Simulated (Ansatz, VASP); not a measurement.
# Al: VASP beside Ansatz

```
Al
1.0
     0.00000    2.02107    2.02107
     2.02107    0.00000    2.02107
     2.02107    2.02107    0.00000
Al
1
Direct
  0.00000 0.00000 0.00000
```

Alike in both runs: task single point; functional PBE; k mesh 18 × 18 × 18; occupations gaussian, width 0.05 eV; no spin polarisation.

```csv
,VASP,Ansatz
version,VASP 6.6.1,Ansatz 0.2.0
potentials or method,"VASP PAW PBE potentials, release 64 (Al)","scalar-relativistic, plane waves, PAW"
plane-wave cutoff (eV),520,420
valence electrons in the cell,3,3
```

|  | VASP | Ansatz | Ansatz less VASP |
| --- | --- | --- | --- |
| pressure (GPa) | 0.0 | 0.0 | +0.04 |

With one functional, cell and mesh, what is left measures potentials, basis and numerics.
